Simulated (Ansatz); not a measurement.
## CuI: density of states with PBEsol+U

Crystal: CuI.

```
CELL_PARAMETERS angstrom
4.09020 0.00000 0.00000
0.00000 4.09020 0.00000
0.00000 0.00000 6.55146
ATOMIC_POSITIONS crystal
I 0.00000 0.50000 0.74303
I 0.50000 0.00000 0.25697
Cu 0.00000 0.00000 0.00000
Cu 0.50000 0.50000 0.00000
```

Measurements of this composition are mostly on another form, of space group No. 216.

- Program: Ansatz 0.2.0
- Task: density of states
- Functional: PBEsol
- Potentials or basis: all-electron LAPW, scalar-relativistic
- Cutoff: 255 eV (chosen from the basis error)
- Basis error allowed: 0.002 eV/atom
- k mesh: 7 × 7 × 4
- Occupations: fermi-dirac, width 0.05 eV
- Spin: no spin polarisation
- Hubbard terms: Cu d U = 6 eV

```json
{"Pressure": "-0.6 GPa", "Largest force": "0.136 eV/Å", "Band gap on the k mesh": "2.21 eV, direct"}
```

Forces on the atoms (eV/Å):
```
I    0.000  0.000  0.136
I    0.000  0.000 -0.136
Cu   0.000  0.000  0.000
Cu   0.000  0.000  0.000
```

Stress tensor (GPa, compression positive):
```
-0.44  0.00  0.00
 0.00 -0.44  0.00
 0.00  0.00 -0.77
```

Levels at points of the mesh, in eV from the valence-band top:
| k point | band 40 | band 41 | band 42 | band 43 | band 44 | band 45 | band 46 | band 47 | band 48 | band 49 |
| --- | --- | --- | --- | --- | --- | --- | --- | --- | --- | --- |
| (0.00, 0.00, 0.00) | -1.91 | -1.91 | -0.71 | 0.00 | 0.00 | 2.21 | 3.72 | 3.97 | 5.69 | 5.69 |
| (0.00, 0.00, -0.50) | -1.73 | -1.69 | -1.69 | -0.35 | -0.35 | 3.91 | 3.92 | 4.10 | 5.08 | 6.41 |

States per cell in windows of 1 eV (zero at the valence-band top; states under -8 eV left out):
| from (eV) | total |
| --- | --- |
| -8.0 | 0.00 |
| -7.0 | 0.00 |
| -6.0 | 2.20 |
| -5.0 | 10.04 |
| -4.0 | 11.02 |
| -3.0 | 1.70 |
| -2.0 | 4.82 |
| -1.0 | 2.22 |
| 0.0 | 0.00 |
| 1.0 | 0.00 |
| 2.0 | 0.04 |
| 3.0 | 2.52 |
| 4.0 | 2.85 |
| 5.0 | 2.25 |
| 6.0 | 2.69 |

Run time: 63 s on 2 threads of Intel(R) Xeon(R) Processor @ 2.50GHz (Skylake/Cascade Lake) (shared host), peak memory 0.61 GiB.

Caveat: U is the effective U less J, on atomic orbitals that reach past the spheres; spin-orbit coupling is left out, which moves the levels of the heavy elements; this functional lacks dispersion, which binds the layers, so the pressure and a relaxed spacing across them are unreliable; the density of states is complete only up to the lowest level of the last band computed.
